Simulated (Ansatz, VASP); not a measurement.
Te2Pt (Moncheite) in VASP and in Ansatz

File INCAR:

```
ALGO = Normal ; EDIFF = 1E-7
ENCUT = 520 ; GGA = PS
ISIF = 2 ; ISMEAR = -1
LASPH = T ; LCHARG = F
LREAL = F ; LWAVE = F
NBANDS = 18 ; NELM = 60
PREC = Accurate ; SIGMA = 0.05
```

Contents of KPOINTS:

```
k-points
0
Gamma
  8 8 5
```

POSCAR

```
Te2Pt
1.0
    3.9281402959      0.0000000000      0.0000000000
   -1.9640701480      3.4018692859      0.0000000000
    0.0000000000      0.0000000000      5.0948273514
Pt Te
1 2
Direct
    0.0000000000      0.0000000000      0.0000000000
    0.6666666667      0.3333333333      0.7500000000
    0.3333333333      0.6666666667      0.2500000000
```

Contents of input.yaml:

```yaml
crystal:
  lattice:
    - [3.9281402959, 0.0, 0.0]
    - [-1.964070148, 3.4018692859, 0.0]
    - [0.0, 0.0, 5.0948273514]
  atoms:
    - { symbol: Pt, position: [0.0, 0.0, 0.0] }
    - { symbol: Te, position: [0.6666666667, 0.3333333333, 0.75] }
    - { symbol: Te, position: [0.3333333333, 0.6666666667, 0.25] }
hamiltonian:
  xc: pbesol
  pseudopotentials: { kind: paw }
kpoints:
  mp_grid: { grid: [8, 8, 5] }
scf:
  occupations: { method: fermi_dirac, width: 0.05 }
output:
  forces: true
  stress: true
  eigenvalues: true
  write_density: true
  write_potential: true
  elf: true
  volumetric_format: npy
```

Change from the starting cell: volume scaled by 0.94.

Alike in both runs: task single point; functional PBEsol; k mesh 8 × 8 × 5; occupations fermi-dirac, width 0.05 eV; no spin polarisation.

|  | VASP | Ansatz |
| --- | --- | --- |
| version | VASP 6.6.1 | Ansatz 0.2.0 |
| potentials or method | VASP PAW PBE potentials, release 64 (Pt, Te) | Ansatz PAW |
| plane-wave cutoff (eV) | 520 | 420 |
| valence electrons in the cell | 22 | 50 |

|  | VASP | Ansatz | Ansatz less VASP |
| --- | --- | --- | --- |
| gap on the k mesh at the Fermi level (eV) | none | none | - |
| pressure (GPa) | 13.0 | 13.0 | +0.04 |
| largest component of the traceless stress (GPa) | 2.85 | 2.86 | +0.011 |
| rms of the force components (eV/Å) | 0.751 | 0.744 | -0.0072 |

Atom by atom the forces differ by 0.007 eV/Å (rms over components). A gap of «none» marks a metal or a gap that the smearing closes. The two sets of potentials don't hold the same shells in valence.

Caveats: the PAW data sets were made with another functional, which shifts forces and pressure a little (VASP); the PAW data sets come from PBE, with cores solved anew for the run's functional, which leaves a small shift of forces and pressure (Ansatz); forces of over 1 eV/Å show positions far from the minimum, so gaps and moduli don't describe the material at rest (Ansatz). The runs have no spin-orbit coupling, so splittings on Pt, Te are missing.
